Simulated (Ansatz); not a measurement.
Ansatz input file:

```yaml
crystal:
  lattice:
    - [3.978284765, 0.0, 0.0]
    - [0.0, 3.978284765, 0.0]
    - [0.0, 0.0, 5.1272653981]
  atoms:
    - { symbol: "N", position: [0.8990810566, 0.8990810566, 0.0] }
    - { symbol: "N", position: [0.6009189434, 0.3990810566, 0.5] }
    - { symbol: "N", position: [0.1009189434, 0.1009189434, 0.0] }
    - { symbol: "N", position: [0.3990810566, 0.6009189434, 0.5] }
basis:
  ecutwfc: 420
kpoints:
  mp_grid: { grid: [6, 6, 4] }
hamiltonian:
  xc: pbe
scf:
  occupations: { method: gaussian, width: 0.02 }
output:
  forces: true
  stress: true
  eigenvalues: true
  populations: true
```

Run as
```bash
ansatz run input.yaml --threads 1 --pin off --max-ram 1331MiB --backend cpu --events-out ev --progress --plain --runs-dir out
```

Level of theory: DFT PBE, scalar-relativistic, plane waves, PAW (Ansatz 0.2.0).

From the run's log, abridged:

```
Pseudopotentials: kind: paw
Pseudopotential: N, paw, valence charge 5, recommended cutoff 420 eV (normal)
Functional definition: PBE
Crystal: 4 atoms, lattice volume = 81.148 Å³
Basis set: ecut = 420 eV, 1609 PW (Γ), exchange–correlation on 54×54×72 points (8 copies of the dense FFT grid, shifted against one another)
Bands: 14, of which v1, the nominal top of the filled ones, is band 10 counted from 1 (9 counted from 0)
Symmetry: 16 space group operations
Space group: P42/mnm (ITA 136), of the structure as read, at distance tolerance 4.3e-5 Å
k-points: 30 of 144
Initial density: superposition of atomic densities (neutral atoms: chi_scale 0, normalization atom), corrected by the library's trained network
Initial wavefunctions: pseudopotential atomic-orbital guess
Functional: x = pbe(κ = 0.804, μ = 0.21951497), c = pbe(β = 0.06672455)
SCF iter   1: F=—  HF=-1535.871180 eV  |F-HF|=—  |Δ(HF+E_count)|=         —  Δρ=3.52e-3  dr2=9.38e-3  ethr=1.77e-3  ⟨swp⟩=5.3  Hψ=2317  notcnv=0
SCF iter   2: F=—  HF=-1535.877164 eV  |F-HF|=—  |Δ(HF+E_count)|=   5.98e-3  Δρ=1.24e-3  dr2=9.65e-4  ethr=4.69e-5  ⟨swp⟩=3.0  Hψ=1025  notcnv=0
SCF iter   3: F=—  HF=-1535.877996 eV  |F-HF|=—  |Δ(HF+E_count)|=   8.32e-4  Δρ=3.54e-4  dr2=5.96e-5  ethr=4.83e-6  ⟨swp⟩=2.5  Hψ=651  notcnv=0
SCF iter   4: F=—  HF=-1535.878206 eV  |F-HF|=—  |Δ(HF+E_count)|=   2.10e-4  Δρ=4.35e-5  dr2=8.07e-7  ethr=2.98e-7  ⟨swp⟩=2.8  Hψ=773  notcnv=0
SCF iter   5: F=-1535.878210 eV  HF=-1535.878210 eV  |F-HF|=2.05e-8  |Δ(HF+E_count)|=   3.50e-6  Δρ=5.44e-6  dr2=1.01e-8  ethr=4.04e-9  ⟨swp⟩=2.1  Hψ=634  notcnv=0
SCF iter   6: F=-1535.878210 eV  HF=-1535.878210 eV  |F-HF|=9.64e-11  |Δ(HF+E_count)|=   2.24e-8  Δρ=3.97e-7  dr2=5.37e-11  ethr=5.05e-11  ⟨swp⟩=2.0  Hψ=1497  notcnv=0
SCF 1 converged in 6 iterations: F = -1535.878210 eV  dr2 = 5.37e-11
SCF converged after 6 iterations
Free energy (F): -1535.878210 eV
Harris-Foulkes:  -1535.878210 eV  (|F-HF|=9.64e-11)
Internal energy: -1535.878210 eV  (E = F + TS)
E sigma→0 (E₀):  -1535.878210 eV
Fermi energy:    -1.734356 eV
--- Per-component energies (eV) ---
  E_band       = -197.823370
  E_kinetic    = 497.129821
  E_local      = -1388.354538  (includes V_loc(G=0)·N_el)
  E_nonlocal   = 190.048432
  E_hartree    = 434.776406
  E_xc         = -229.908276
  E_vxc        = -290.774796  (∫ρ·V_xc dr)
  E_paw        = -507.932583  (= ΣΔE_a)
  E_vpaw       = -75.425604  (= ΣTr[D̂ρ^β])
  E_aug_tail   = 0.000342  (compensation charges beyond the density's cutoff)
  E_ewald      = -531.637813
  E_smearing   =  0.000000  (= −TS)
--- Forces (eV/Å), atoms counted from 1 ---
  atom   1  N      3.02818476     3.02818476     0.00000000
  atom   2  N     -3.02818476     3.02818476     0.00000000
  atom   3  N     -3.02818476    -3.02818476     0.00000000
  atom   4  N      3.02818476    -3.02818476     0.00000000
--- Stress (GPa, compression-positive) ---
       -8.545785       0.000000       0.000000
        0.000000      -8.545785       0.000000
        0.000000       0.000000       1.143802
  P = ⅓ Tr σ = -5.3159 GPa (-53.159 kbar)
--- Band table (eV; the first three rows and the last of 30) ---
  k-point 0: bands = ["-22.7476", "-22.6430", "-8.5757", "-8.5757", "-6.8292", "-6.0988", "-6.0750", "-6.0750", "-5.9432", "-5.1726", "1.4542", "2.4543", "2.8398", "2.8398"]
  k-point 1: bands = ["-22.7321", "-22.6582", "-8.5694", "-8.5694", "-6.8066", "-6.4222", "-6.0848", "-6.0848", "-5.6109", "-5.1978", "1.5868", "2.2917", "2.8359", "2.8359"]
  k-point 2: bands = ["-22.6950", "-22.6950", "-8.5631", "-8.5631", "-6.6905", "-6.6905", "-6.0948", "-6.0948", "-5.3259", "-5.3259", "1.9241", "1.9241", "2.8310", "2.8310"]
  k-point 29: bands = ["-22.6562", "-22.6562", "-9.0329", "-9.0329", "-6.6123", "-6.6123", "-6.3500", "-6.3500", "-4.9229", "-4.9229", "2.4316", "2.4316", "3.4476", "3.4476"]
--- Löwdin populations: 4 sites ---
  site symbol q [e]
     0      N      4.9200
     1      N      4.9200
     2      N      4.9200
     3      N      4.9200
  spilling = 0.016002 (of n_electrons = 20.000000)
```

The run converged.

The cell holds molecules, and where no dispersion correction was added their binding is poorly described.